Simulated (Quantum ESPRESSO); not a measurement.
**BAs: energy-loss spectrum with PBEsol**

BAs:

```
As B
1.0
     0.00000    2.38850    2.38850
     2.38850    0.00000    2.38850
     2.38850    2.38850    0.00000
As B
1 1
Direct
  0.75000 0.75000 0.75000
  0.00000 0.00000 0.00000
```

- Program: Quantum ESPRESSO 7.5
- Task: energy-loss spectrum
- Functional: PBEsol
- Potentials or basis: GBRV 1.5 PBEsol
- Cutoff: 612 eV
- Density cutoff: 4898 eV
- k mesh: 6 × 6 × 6, shifted
- Occupations: fermi-dirac, width 0.05 eV
- Spin: no spin polarisation
- Iterations: 400
- Mixing beta: 0.5
- Most SCF iterations: 120
- SCF threshold: 4e-10 Ry
- Diago david ndim: 3

```yaml
Pressure: 0.3 GPa
Peak_of_the_energy-loss_function: 22.0 eV
```

Levels at points of the mesh, in eV from the valence-band top:
| k point | band 2 | band 3 | band 4 | band 5 | band 6 | band 7 |
| --- | --- | --- | --- | --- | --- | --- |
| (0.08, 0.08, 0.08) | -0.83 | 0.00 | 0.00 | 3.63 | 3.77 | 3.77 |

Energy-loss function at q = [0.28284, 0.28284, 0.0] (Å⁻¹, cartesian):
```tsv
energy (eV)	loss
0.0	0.000
1.8	0.003
3.4	0.008
5.2	0.039
7.0	0.066
8.6	0.117
10.4	0.193
12.2	0.280
13.8	0.423
15.6	0.635
17.4	1.063
19.0	1.760
20.8	2.997
22.4	3.868
24.2	1.360
26.0	0.814
27.6	0.737
29.4	0.515
31.2	0.382
32.8	0.308
34.6	0.191
36.4	0.136
38.0	0.116
39.8	0.085
```

It took 20 min on 1 thread of Arm Neoverse V1 (shared host), peak memory 0.71 GiB.
